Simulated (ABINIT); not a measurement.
Runs of ABINIT 10.8.3 (patched build) on AlNi. Symmetry: Pm-3m, No. 221, cubic system. The conventional cell has a = 2.881 Å, b = 2.881 Å, c = 2.881 Å, α = 90.00°, β = 90.00°, γ = 90.00°. Ni (site symmetry m-3m) has 8 Al at 2.50 Å as nearest neighbours. Around Al (site symmetry m-3m) lie 8 Ni at 2.50 Å. 

| task | level | potentials or basis | k mesh | cutoff (eV) | fine-grid cutoff | mesh quality | gap on the mesh (eV) | moment (μB) | V0 of scaled cells (Å³/atom) | B0 (GPa) |
| --- | --- | --- | --- | --- | --- | --- | --- | --- | --- | --- |
| equation of state | PBEsol | PseudoDojo NC SR PBEsol v0.4.1 standard | 9 × 9 × 9 | 1333 | - | not flagged | - | - | 11.72 | (a) |
| single point | PBE | JTH PAW PBE v2.0 | 9 × 9 × 9 | 1116 | 1714.32 eV | not flagged | none | 0.00 | - | - |
| equation of state | PBEsol | JTH PAW PBE v2.0 | 5 × 5 × 5 | 1116 | 1714.32 eV | coarse | - | - | 11.84 | 171 |
| single point | LDA | JTH PAW LDA v2.0 | 5 × 5 × 5 | 816 | 1414.99 eV | coarse | none | 0.00 | - | - |
| single point | LDA | JTH PAW LDA v2.0 | 7 × 7 × 7 | 816 | 1414.99 eV | not flagged | none | 0.00 | - | - |
| single point | LDA | JTH PAW LDA v2.0 | 4 × 4 × 4 | 816 | 1414.99 eV | coarse | none | 0.00 | - | - |
| equation of state | LDA | JTH PAW LDA v2.0 | 6 × 6 × 6 | 1116 | 1714.32 eV | coarse | - | - | (b) | 185 |

Alike in all rows: spin collinear, ferromagnetic start; cell as given; smearing fermi-dirac 0.05 eV.

**Question.** Estimate the missing entries.

**Answer.** (a) 173; (b) 11.41.

Caveats: some runs use coarse meshes; small starting moments can end in a higher magnetic state in this program (some runs); pressures at fixed basis lie under the slope of the energies (some runs); the PAW data sets were made with another functional, which shifts forces and pressure a little (some runs).

A k mesh can miss the band edges.

A gap of «none» marks a metal or a gap under the smearing width.

Not every run made on this cell is shown here.
